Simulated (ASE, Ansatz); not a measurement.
# Generalised stacking fault on (110) of a KCl-RbCl solid solution (80 atoms): a single point, part 2 of 2

Wanted: forces, charges and levels of generalised stacking fault on (110) of a KCl-RbCl solid solution (80 atoms).

Ansatz 0.2.0; Kohn-Sham DFT, PBE, PAW (set soft_2), plane waves.

The cell: 13 Rb, 40 Cl and 27 K. The host structure and its lattice constant were typed by rule, without a check against the phase diagram.

So far: The starting structure; Plane-wave single point.

**2. Plane-wave single point (continued)**

Electrostatic potential energy in the ca plane at fractional y = 0.000, with atoms of Rb and Cl and K within 0.2 Å of it. With pseudopotentials it is smooth inside the atoms' cores, unlike the true potential.

Ten even steps from '0' (-67 eV) to '9' (10 eV), each cell a mean:
```
01799999999964336899999999710017999999998532
02799999999986557999999999841148999999998744
47899987899998889999988999986689999889999877
88999743589999999998644799999999997556999999
99999632369999999997422589999999985224899999
99999632369999999997422589999999985223799999
99999865689999999999645799999999997445899999
89999999999987678999988999987789999888999988
67999999999972016899999999852258999999999755
35899999999850003899999999710027999999998633
24799999999850003899999999710017999999998532
35899999999974127999999999840148999999999744
67999988899998788999988999986689999999999877
89999743589999999998644799999999997557999999
99999622369999999997322599999999985224899999
99999632379999999997422599999999985223899999
99999865689999999998645799999999997446899999
89999998999998778999988999987789999878999988
57999999999975457999999999852258999999999755
03899999999963235899999999710027999999998533
```
Columns run along c (16.0 Å, from fractional 0.00 to 0.61 of the cell; values clipped at the 3rd and 97th percentile), rows up along a (7.3 Å). Atoms in or near the plane, at fractional coordinates: Cl at (0.10, 0.25), Cl at (0.10, 0.75), K at (0.20, 0.99), Cl at (0.30, 0.24), Rb at (0.20, 0.49), Cl at (0.30, 0.74), Rb at (0.40, 0.98), Cl at (0.50, 0.23), Rb at (0.40, 0.48), Cl at (0.50, 0.73), K at (0.60, 0.98), K at (0.60, 0.48).

Mean Löwdin charges: Cl -0.70, K +0.75, Rb +0.80 e (they miss 0.43 % of the electrons, so they add up to more than the cell's charge).

**3. Local order**

These statistics describe the geometry on which the runs were made.

Density 3.00 g/cm³, 24.80 Å³ an atom.

g(r), total and by pair (bins of 0.2 Å):

```csv
r (Å),total,Cl-Cl,Cl-K,Cl-Rb,K-K,K-Rb,Rb-Rb
3.00,0.16,0.00,0.39,0.16,0.00,0.00,0.00
3.20,7.46,0.00,14.82,15.17,0.00,0.00,0.00
3.40,0.17,0.00,0.37,0.26,0.00,0.00,0.00
3.60,4.05,8.05,0.00,0.00,7.90,8.50,7.60
3.80,0.33,0.70,0.00,0.00,0.61,0.80,0.00
4.00,0.00,0.00,0.00,0.00,0.00,0.00,0.00
4.20,0.00,0.00,0.00,0.00,0.00,0.00,0.00
4.40,0.00,0.00,0.00,0.00,0.00,0.00,0.00
4.60,0.00,0.00,0.00,0.00,0.00,0.00,0.00
4.80,0.00,0.00,0.00,0.00,0.00,0.00,0.00
5.00,0.16,0.31,0.00,0.00,0.43,0.18,0.37
5.20,4.04,8.08,0.00,0.00,7.81,8.45,8.02
5.40,0.19,0.40,0.00,0.00,0.51,0.23,0.31
5.60,0.00,0.00,0.00,0.00,0.00,0.00,0.00
5.80,0.06,0.00,0.13,0.09,0.00,0.00,0.00
6.00,4.99,0.00,9.65,10.70,0.00,0.00,0.00
6.20,1.39,0.20,2.89,1.92,0.28,0.11,0.24
6.40,1.81,3.52,0.11,0.07,2.90,4.67,1.39
6.60,0.09,0.18,0.00,0.00,0.25,0.10,0.21
6.80,0.00,0.00,0.00,0.00,0.00,0.00,0.00
7.00,0.00,0.00,0.00,0.00,0.00,0.00,0.00
7.20,0.00,0.02,0.00,0.00,0.00,0.00,0.00
7.40,1.10,2.18,0.00,0.00,2.61,1.33,3.99
7.60,0.00,0.00,0.00,0.00,0.00,0.00,0.00
7.80,0.19,0.00,0.43,0.30,0.00,0.00,0.00
```

Bonds by pair of elements; cutoffs follow the first minimum of g(r), held within bounds set by covalent radii, and pairs that aren't listed don't count as bonded:

```csv
pair A-B,cutoff (Å),bonds,mean length (Å),spread (Å),shortest (Å),B about A,A about B
Cl-K,3.83,216,3.18,0.049,3.08,5.4,8
Cl-Rb,3.77,104,3.18,0.04,3.09,2.6,8
```

How many atoms have how many bonded neighbours:

```csv
element,mean,8
Cl,8,40
K,8,27
Rb,8,13
```

Bond angles, per cent of each kind in bins of 5°:

```csv
angle (°),Cl-K-Cl,K-Cl-Rb,K-Cl-K,Cl-Rb-Cl,Rb-Cl-Rb
65–70,4.5,3.8,5.3,3.6,2.0
70–75,38.4,38.9,37.7,39.3,41.2
75–80,0.0,0.0,0.0,0.0,0.0
80–85,0.0,0.0,0.0,0.0,0.0
85–90,0.0,0.0,0.0,0.0,0.0
90–95,0.0,0.0,0.0,0.0,0.0
95–100,0.0,0.0,0.0,0.0,0.0
100–105,0.0,0.0,0.0,0.0,0.0
105–110,36.5,36.6,36.2,38.5,43.1
110–115,5.7,3.4,7.3,4.1,5.9
115–120,0.7,0.4,0.6,0.3,0.0
120–125,0.0,0.0,0.0,0.0,0.0
125–130,0.0,0.0,0.0,0.0,0.0
130–135,0.0,0.0,0.0,0.0,0.0
135–140,0.0,0.0,0.0,0.0,0.0
140–145,0.0,0.0,0.0,0.0,0.0
145–150,0.0,0.0,0.0,0.0,0.0
150–155,0.0,0.0,0.0,0.0,0.0
155–160,0.0,0.0,0.0,0.0,0.0
160–165,0.0,0.0,0.0,0.0,0.0
165–170,0.0,0.0,0.0,0.0,0.0
170–175,0.8,0.4,1.0,0.5,1.0
175–180,13.5,16.4,11.9,13.7,6.9
```

Bond angles (no mean is given where the spread exceeds 20°):

```csv
angle,count,mean (°),spread (°)
Cl-K-Cl,756,-,-
K-Cl-Rb,524,-,-
K-Cl-K,494,-,-
Cl-Rb-Cl,364,-,-
Rb-Cl-Rb,102,-,-
```

For some of the pairs, g(r) has its first main peak near 3.68 Å (Cl-Cl), 3.18 Å (Cl-K), 3.18 Å (Cl-Rb), 3.67 Å (K-K), 3.68 Å (K-Rb) and 3.68 Å (Rb-Rb). With the cutoffs above, all Cl atoms have 8, all K atoms have 8 and all Rb atoms have 8 bonded neighbours.

Local excerpt of 9 atoms (numbers count through the whole input) about Cl70, which bears the longest force; x, y, z are measured from there.

```csv
atom,x,y,z,distance (Å),bonds,Löwdin charge (e),Fx,Fy,Fz (eV/Å)
Cl70,0.00,0.00,0.00,0.00,8,-0.70,-0.109,-0.173,0.293
Rb71,1.83,-0.01,-2.58,3.17,8,0.79,-0.062,-0.032,-0.012
K77,-1.84,2.58,0.00,3.17,8,0.75,0.005,0.010,0.033
K7,1.80,-0.02,2.61,3.17,8,0.76,0.066,0.016,0.040
Rb79,1.83,2.58,0.02,3.17,8,0.80,-0.027,0.021,-0.012
Rb69,-1.85,-0.01,-2.58,3.17,8,0.79,0.049,-0.023,0.011
K75,1.83,-2.62,0.02,3.19,8,0.76,-0.033,0.002,0.011
K5,-1.86,-0.03,2.61,3.21,8,0.76,0.083,0.026,0.022
K73,-1.86,-2.62,0.03,3.22,8,0.76,0.049,0.036,-0.005
```

The column of bonds counts only the pairs Cl-K within 3.83 Å, Cl-Rb within 3.77 Å; other neighbours, such as metal atoms beside each other in a compound, aren't counted, and periodic images can show an atom twice.

**4. What came out**

```json
{"free energy per atom": "-1591.5211 eV/atom", "density": "3 g/cm³", "pressure": "4.885 GPa", "r.m.s. force component": "0.1006 eV/Å", "gap (highest filled to lowest empty level)": "5.574 eV", "wall time of the 1 DFT run": "40 s"}
```

**Reading.** The highest filled and lowest empty levels differ by 5.57 eV on the run's k-points; the mesh holds the band edges only if they fold onto it, so the gap at this level can be narrower or closed, while semilocal functionals tend to narrow gaps against experiment. With the cutoffs above, all Cl atoms have 8, all K atoms have 8 and all Rb atoms have 8 bonded neighbours.

Caveats: The geometry was built by rule, was displaced at random and isn't relaxed at this level: its force components are 0.10 eV/Å r.m.s. The pressure of 4.9 GPa says that the cell would expand at this level of theory.

[Logs are printed without paths, hosts, clocks, repeated set-up lines and the standing remarks that a program may print on its own settings, such as how far it seeks lower states.]

[Hosts, paths, dates, database ids (printed as entryN), source tags and the programs' standing remarks are cut or masked in the printed files.]
